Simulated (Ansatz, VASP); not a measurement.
# One calculation of Zn, two programs

```
Zn
1.0
    -2.37559    2.37559    1.18181
     2.37559   -2.37559    1.18181
     2.37559    2.37559   -1.18181
Zn
2
Direct
  0.62500 0.87500 0.75000
  0.37500 0.12500 0.25000
```

Alike in both runs: functional LDA; k mesh 18 × 18 × 18; occupations fermi-dirac, width 0.1 eV; no spin polarisation.

Ansatz relaxed the structure, and its values are those at the end. VASP's run is a single point on that final structure, the one shown.

|  | VASP | Ansatz |
| --- | --- | --- |
| version | VASP 6.6.1 | Ansatz 0.2.0 |
| potentials or method | VASP PAW LDA potentials, release 64 (Zn), cutoff 520 eV | all-electron LAPW, scalar-relativistic |

|  | VASP | Ansatz | Ansatz less VASP |
| --- | --- | --- | --- |
| pressure (GPa) | 15.8 | 15.0 | -0.87 |

Ansatz ran all-electron here, so the differences hold the error of VASP's frozen core and of both bases.

Caveats: so large a pressure means that the cell lies far from this level's equilibrium, or that cutoff or potentials fall short (VASP).
